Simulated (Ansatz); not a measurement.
Wanted: the native input for an Ansatz 0.2.0 run.

- Task: relaxation of cell and atoms
- Functional: revPBE
- Dispersion: D3(BJ)
- Potentials or basis: Ansatz PAW
- Cutoff: 420 eV (not typed: the program's choice for these potentials)
- k mesh: 11 × 11 × 11
- Occupations: fermi-dirac, width 0.05 eV
- Spin: collinear spin, ferromagnetic start
- Starting moments: [2.0, 0.0] μB

CoO:

```
Co O
1.0
     1.50547    0.86918    2.43993
    -1.50547    0.86918    2.43993
     0.00000   -1.73837    2.43993
Co O
1 1
Direct
  0.00000 0.00000 0.00000
  0.50000 0.50000 0.50000
```

The cell is a database's computed one.

These files were run (other wordings do the same):

input.yaml

```yaml
crystal:
  lattice:
    - [1.5054695445, 0.8691832468, 2.4399269062]
    - [-1.5054695445, 0.8691832468, 2.4399269062]
    - [0.0, -1.7383664936, 2.4399269062]
  atoms:
    - { symbol: Co, position: [0.0, 0.0, 0.0], spin: 2.0 }
    - { symbol: O, position: [0.5, 0.5, 0.5] }
hamiltonian:
  xc: revpbe
  pseudopotentials: { kind: paw }
  dispersion: d3bj
magnetization:
  spin_polarized: true
kpoints:
  mp_grid: { grid: [11, 11, 11] }
scf:
  occupations: { method: fermi_dirac, width: 0.05 }
output:
  forces: true
  stress: true
  eigenvalues: true
  write_density: true
  write_potential: true
  elf: true
  volumetric_format: npy
relax:
  f_tol: 0.01
  max_steps: 40
  cell: { stress_tol: 0.05 }
```

Potentials or basis: Ansatz PAW.

The run is started by

```bash
$ ansatz run input.yaml --threads 2 --pin off --max-ram 5632MiB --backend cpu --events-out ev --progress --plain --runs-dir out
```

Results of the run:

```json
{
 "Relaxed volume": "9.65 Å³/atom",
 "Relaxed cell": "a = 2.939 Å, b = 2.939 Å, c = 2.939 Å, α = 63.43°, β = 63.43°, γ = 63.43°",
 "Space group after relaxing (to 0.05 Å)": "R-3m (No. 166)",
 "Energy gained by relaxing": "16.9 meV/atom",
 "Ionic steps": "19",
 "Pressure after relaxing": "0.0 GPa",
 "Band gap on the k mesh": "none (metal or under the smearing width)",
 "Net moment": "2.93 μB per cell",
 "Absolute moment": "2.95 μB per cell",
 "Site moments": "Co +2.50; O +0.32 μB"
}
```

Caveat: the plane-wave basis is chosen anew once the cell has moved, so the energies of steps on either side of that aren't comparable; the pressure holds a Pulay correction of +0.7 GPa for the finite cutoff; a cell with one magnetic atom can't hold antiferromagnetic order, which such compounds often take; semilocal functionals often make such compounds metallic where correlation or magnetic order opens a gap, which also shifts bond lengths; pairwise dispersion overbinds metals, which lowers pressure and volume; the PAW data sets come from PBE, with cores solved anew for the run's functional, which leaves a small shift of forces and pressure.

Wall time 96 s on 2 threads of Arm Neoverse V2 (shared host), peak memory 0.38 GiB.
